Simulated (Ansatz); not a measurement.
**RbBr under changes of volume**

One of the cells (40.248 Å³/atom); the others are scaled copies at fixed shape and fractional positions:

```
Rb Br
1.0
     0.00000    3.42700    3.42700
     3.42700    0.00000    3.42700
     3.42700    3.42700    0.00000
Rb Br
1 1
Cartesian
  0.0000 0.0000 0.0000
  3.4270 3.4270 3.4270
```

```yaml
Program: Ansatz 0.2.0
Functional: PBEsol
Potentials_or_basis: all-electron LAPW, scalar-relativistic
Cutoff: 119 eV (chosen from the basis error)
Basis_error_allowed: 0.001 eV/atom
k_mesh: 7 × 7 × 7
Occupations: fermi-dirac, width 0.05 eV
Spin: no spin polarisation
```

```tsv
volume (Å³/atom)	energy over the lowest point (meV/atom)	pressure (GPa)	gap on the mesh (eV)
37.833	?	?	?
38.638	2.37	0.6	4.31
39.443	0.41	0.2	4.26
40.248	0.00	-0.1	4.21
41.053	0.96	-0.3	4.17
41.858	3.12	-0.5	4.13
42.663	6.34	-0.7	4.09
```

Task: What does the run at 37.833 Å³/atom give?

Result: Energy over the lowest point 6.07 meV/atom; pressure 0.9 GPa; gap on the mesh 4.36 eV.

Worked out: A Birch-Murnaghan fit of order 3 (a polynomial in V^(-2/3)) to the other rows has its minimum at 40.07 Å³/atom with B0 = V·E''(V) = 13.9 GPa and B' = 5.3. It gives 6.09 meV/atom at 37.833 Å³/atom, against the run's 6.07, and -dE/dV = 0.9 GPa, against 0.9. A straight line through the other rows of the gap, of slope -2.21 eV per unit of ln V (its deformation potential), extrapolates to 4.35 eV, against the run's 4.36.

Energies are extrapolated to zero smearing.

Caveats: an odd mesh through Γ misses points on the zone boundary, where band edges often lie (some runs). Spin-orbit coupling on Br, Rb is left out.

The runs don't all hold the same shells in valence.
